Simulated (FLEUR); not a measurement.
Runs of FLEUR MaX-R8.1 (later development tree) on TiO2. Symmetry: P4_2/mnm, No. 136, tetragonal system. The conventional cell has a = 4.600 Å, b = 4.600 Å, c = 2.959 Å, α = 90.00°, β = 90.00°, γ = 90.00°. Ti (site symmetry mmm) is surrounded by 6 O at 1.95 to 1.98 Å. O (site symmetry m2m) is surrounded by 3 Ti at 1.95 to 1.98 Å. The cell is a database's computed one.

| task | level | gmax | muffin-tin radii | lnonsphr | max iterations | mixing factor | kmax | gap on the mesh (eV) | largest force (eV/Å) |
| --- | --- | --- | --- | --- | --- | --- | --- | --- | --- |
| single point | PBE | 16 1/bohr | Ti 1.9, O 1.45 bohr | Ti 8, O 8 | 60 | 0.05 | 5.16 1/bohr | 1.86 | (a) |
| band structure | PBEsol | 15.7 1/bohr | Ti 1.94, O 1.48 bohr | Ti 8, O 8 | 60 | 0.05 | 5.05 1/bohr | 1.82 | - |
| single point | PBEsol | 16 1/bohr | Ti 1.9, O 1.45 bohr | Ti 8, O 8 | 60 | 0.05 | 5.16 1/bohr | 1.82 | 0.07 |
| band structure | LDA | 15.7 1/bohr | Ti 1.94, O 1.48 bohr | Ti 8, O 8 | 60 | 0.05 | 5.05 1/bohr | 1.77 | - |
| band structure | r2SCAN | 15.7 1/bohr | Ti 1.94, O 1.48 bohr | Ti 8, O 8 | 80 | 0.05 | 5.05 1/bohr | (b) | - |
| band structure | WC | 15.7 1/bohr | Ti 1.94, O 1.48 bohr | - | 60 | 0.05 | 5.05 1/bohr | 1.82 | - |

Alike in all rows: potentials or basis all-electron, FLAPW; no spin polarisation; cell as given; k mesh 6 × 6 × 9; smearing fermi-dirac 0.05 eV.

Question: Fill in the values left out.

Answer: (a) 0.01; (b) 2.21.

Caveats: an odd mesh through Γ misses points on the zone boundary, where band edges often lie (some runs); the meta-GGA is that of a development version, with a GGA for the radial functions and cores and without core tails (some runs).

Not every run made on this cell is shown here.
